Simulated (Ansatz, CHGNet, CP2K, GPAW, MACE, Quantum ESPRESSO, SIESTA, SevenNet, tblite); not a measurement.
# Which run comes nearest? NbH2(331) slab (72 atoms)

The cell holds 72 atoms: 24 Nb and 48 H. Its edges and angles: a = 9.680 Å, b = 7.215 Å, c = 21.851 Å, α = 90.0°, β = 90.0°, γ = 102.9°. It derives from NbH2 (fluorite-type). Fluorite-type NbH2 (a = 4.563 Å), (331) slab of 8 repeat layers, 3 x 1 surface cells, 14 Å of vacuum; atoms within 2.51 Å of the bottom held; not relaxed, displaced by a Gaussian of 0.02 Å. Then every atom was moved at random, 0.05 Å r.m.s. a Cartesian component (hydrogen 0.6 of that). Vacuum lies along c.

Geometry: as built.

The reference, a calculation:

```
method                 : Kohn-Sham DFT, PBE, SSSP efficiency 1.3.0 pseudopotentials, plane waves (Quantum ESPRESSO 7.5); sssp-pbe-1.3.0-efficiency, cutoffs 45/360 Ry, Γ point
r.m.s. force component : 0.6906 eV/Å
longest force          : 2.902 eV/Å
time                   : 2.8 min on 4 MPI ranks of Arm Neoverse V1, shared host
CPU time               : 11 min
```

Q: Estimate the differences from the reference, the CPU time and the memory of each run.
- CP2K PBE, DZVP-UZH, 420/50 Ry, diagonalisation (CP2K 2026.2; 2 threads)
- SIESTA PBE, TZP, shift 0.01 Ry, mesh 300 Ry (SIESTA 5.4.2; 2 MPI ranks)
- CP2K PBE, TZVP-UZH, 600/50 Ry, diagonalisation (CP2K 2026.2; 4 MPI ranks)
- CP2K PBE, DZVP-MOLOPT (SR for Nb), 600/50 Ry, diagonalisation (CP2K 2026.2; 4 MPI ranks)
- CHGNet 0.3.0 potential (CHGNet 0.3.0; 1 thread)
- CP2K PBE, DZVP-UZH, 600/50 Ry, diagonalisation (CP2K 2026.2; 4 MPI ranks)
- CP2K PBE+D3(BJ), DZVP-UZH, 600/50 Ry, diagonalisation (CP2K 2026.2; 4 MPI ranks)
- tblite GFN1-xTB (tblite 0.8.0; 1 thread)
- CP2K r2SCAN, SCAN potentials, DZVP-UZH(SCAN), 600/50 Ry, diagonalisation (CP2K 2026.2; 2 threads)
- QE PBE, sg15-1.2, 60/240 Ry (Quantum ESPRESSO 7.5; 4 MPI ranks)

Differences are against the plane-wave reference, forces as r.m.s. over components; share is that over the reference's r.m.s. force, slope the least-squares factor from reference forces to these. Total energies of different programs have different zeros and aren't compared.

```tsv
run	Δ force, r.m.s. (meV/Å)	share (%)	slope	cores	CPU time	memory (GiB)
reference	-	-	-	4	11 min	2.9
CP2K PBE, DZVP-UZH, 420/50 Ry, diagonalisation (coarse)	26.7	3.87	0.988	2	13 min	2.5
SIESTA PBE, TZP, shift 0.01 Ry, mesh 300 Ry	37.1	5.37	1.047	2	6.5 min	1.3
CP2K PBE, TZVP-UZH, 600/50 Ry, diagonalisation	23.4	3.39	0.992	4	18 min	5.8
CP2K PBE, DZVP-MOLOPT (SR for Nb), 600/50 Ry, diagonalisation	10.7	1.55	0.993	4	47 min	6.2
CHGNet 0.3.0 potential	400	58.0	0.476	1	4.3 s	1.2
CP2K PBE, DZVP-UZH, 600/50 Ry, diagonalisation	26.7	3.87	0.988	4	17 min	5.6
CP2K PBE+D3(BJ), DZVP-UZH, 600/50 Ry, diagonalisation	30.5	4.42	1.017	4	16 min	5.7
tblite GFN1-xTB	384	55.7	0.530	1	2.4 s	0.13
CP2K r2SCAN, SCAN potentials, DZVP-UZH(SCAN), 600/50 Ry, diagonalisation	29.9	4.33	1.003	2	37 min	4.3
QE PBE, sg15-1.2, 60/240 Ry (coarse)	1.08	0.157	1.000	4	10 min	1.6
```

Rows marked coarse were listed beforehand as settings not expected to be converged; some can still land near the reference.

Times of the machine-learned potentials are mostly Python's start and the loading of weights.

CPU time is summed over cores on a shared host, where runs went side by side, so it is rough. Symmetry, cutoffs, thresholds, outputs and thread counts weren't matched or tuned between programs; memory under MPI is the largest rank's times the ranks.

The PBE runs in local orbitals, coarse settings apart, differ by 1.6 % (CP2K PBE, DZVP-MOLOPT (SR for Nb), 600/50 Ry, diagonalisation) to 5.4 % (SIESTA PBE, TZP, shift 0.01 Ry, mesh 300 Ry); basis, grid and potentials can all enter. Tight binding differs by 56 % (tblite GFN1-xTB); it is another model, with fitted parameters of its own, and the xTB methods hold dispersion. Machine-learned potentials differ by 58 % (CHGNet 0.3.0 potential); they were trained on other programs' data. Among those trained on PBE data the slope goes as low as 0.48, with a correlation of 0.89, so directions differ as well as sizes. Rows with another functional or a dispersion term differ by 4.3 % (CP2K r2SCAN, SCAN potentials, DZVP-UZH(SCAN), 600/50 Ry, diagonalisation) to 4.4 % (CP2K PBE+D3(BJ), DZVP-UZH, 600/50 Ry, diagonalisation), which mixes the change of model with differences of basis and potentials, some of them made for another functional. Periodic xTB results under one method name differ between programs and library versions. Machine-learned potentials mimic data converged in k, so the reference's own k-point error enters their differences. The electronic-structure runs sample only Γ, in a cell whose shortest periodic width is 7 Å, which is coarse for a cell with partly filled levels.

[Logs are printed without paths, hosts, clocks, repeated set-up lines and the standing remarks that a program may print on its own settings, such as how far it seeks lower states.]

[Hosts, paths, dates, database ids (printed as entryN), source tags and the programs' standing remarks are cut or masked in the printed files.]
